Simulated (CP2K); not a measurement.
Crystal: TaN.

```xyz
2
Lattice="2.9380 0.0000 0.0000 -1.4690 2.5444 0.0000 0.0000 0.0000 2.8830" Properties=species:S:1:pos:R:3 pbc="T T T"
Ta    0.0000    1.6963    1.4415
N     0.0000    0.0000    0.0000
```

Base run:

* Program: CP2K 2026.2
* Functional: PBE
* Potentials or basis: GTH_POTENTIALS Ta GTH-PBE-q13, N GTH-BLYP-q5; DZVP-MOLOPT-SR-GTH basis
* Density cutoff: 6123 eV
* k mesh: 10 × 10 × 9
* Occupations: fermi-dirac, width 0.05 eV
* Spin: no spin polarisation

Its results: band gap on the k mesh none (metal or under the smearing width); pressure 0.6 GPa.

Problem. After a change of settings the same cell gave: band gap on the k mesh none (metal or under the smearing width); pressure -2.8 GPa. Which change was it?
A. potentials or basis from GTH_POTENTIALS Ta GTH-PBE-q13, N GTH-BLYP-q5; DZVP-MOLOPT-SR-GTH basis to GTH_POTENTIALS Ta GTH-PADE-q13, N GTH-PADE-q5; DZVP-MOLOPT-SR-GTH basis; potentials from Ta GTH-PBE-q13 of GTH_POTENTIALS, N GTH-BLYP-q5 of GTH_POTENTIALS to Ta GTH-PADE-q13 of GTH_POTENTIALS, N GTH-PADE-q5 of GTH_POTENTIALS
B. potentials or basis from GTH_POTENTIALS Ta GTH-PBE-q13, N GTH-BLYP-q5; DZVP-MOLOPT-SR-GTH basis to POTENTIAL_UZH Ta GTH-PBE0-q13, N GTH-PBE0-q5; DZVP-MOLOPT-SR-GTH basis; potentials from Ta GTH-PBE-q13 of GTH_POTENTIALS, N GTH-BLYP-q5 of GTH_POTENTIALS to Ta GTH-PBE0-q13 of POTENTIAL_UZH, N GTH-PBE0-q5 of POTENTIAL_UZH
C. potentials or basis from GTH_POTENTIALS Ta GTH-PBE-q13, N GTH-BLYP-q5; DZVP-MOLOPT-SR-GTH basis to POTENTIAL_UZH Ta GTH-SCAN-q13, N GTH-SCAN-q5; DZVP-MOLOPT-SR-GTH basis; potentials from Ta GTH-PBE-q13 of GTH_POTENTIALS, N GTH-BLYP-q5 of GTH_POTENTIALS to Ta GTH-SCAN-q13 of POTENTIAL_UZH, N GTH-SCAN-q5 of POTENTIAL_UZH
D. potentials or basis from GTH_POTENTIALS Ta GTH-PBE-q13, N GTH-BLYP-q5; DZVP-MOLOPT-SR-GTH basis to GTH_POTENTIALS Ta GTH-PBE-q13, N GTH-PBE-q5; DZVP-MOLOPT-SR-GTH basis; potentials from Ta GTH-PBE-q13 of GTH_POTENTIALS, N GTH-BLYP-q5 of GTH_POTENTIALS to Ta GTH-PBE-q13 of GTH_POTENTIALS, N GTH-PBE-q5 of GTH_POTENTIALS

Solution. C.

Caveats: the potentials were made for another functional, which shifts forces and pressure; the basis of atomic orbitals isn't converged, which shifts pressures, moduli and gaps.
